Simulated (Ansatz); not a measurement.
LiH, CsCl type (r2SCAN geometry), in Ansatz:

```cif
data_structure
_symmetry_space_group_name_H-M 'Pm-3m'
_symmetry_Int_Tables_number 221
_cell_length_a 2.5017
_cell_length_b 2.5017
_cell_length_c 2.5017
_cell_angle_alpha 90.000
_cell_angle_beta 90.000
_cell_angle_gamma 90.000
_cell_volume 15.66
loop_
_atom_site_label
_atom_site_type_symbol
_atom_site_symmetry_multiplicity
_atom_site_Wyckoff_symbol
_atom_site_fract_x
_atom_site_fract_y
_atom_site_fract_z
_atom_site_occupancy
Li1 Li 1 a 0.00000 0.00000 0.00000 1
H1 H 1 b 0.50000 0.50000 0.50000 1
```

G0W0@PBE with 58 empty bands, a screening cutoff of 140 eV and a 6×6×6 mesh (PAW, contour deformation) gives 2.125 eV over the mesh points, from a PBE gap of 0.694 eV; it sums over 60 bands with 57 plane waves in the screening and a wave cutoff of 420 eV. G0W0 values are finite-basis, finite-mesh values. No spin polarisation and no zero-point or thermal motion; the cell was built from a prototype and may be hypothetical.

**Question.** Estimate the gap with starting point r2SCAN.

**Answer.** 2.447 eV (+0.322 eV), from a Kohn-Sham gap of 1.118 eV.

**Question.** Estimate the gap with potentials of the kind norm-conserving.

**Answer.** 2.119 eV (-0.006 eV), from a Kohn-Sham gap of 0.693 eV.

**Question.** Estimate the gap with starting point LDA.

**Answer.** 1.976 eV (-0.149 eV), from a Kohn-Sham gap of 0.346 eV.
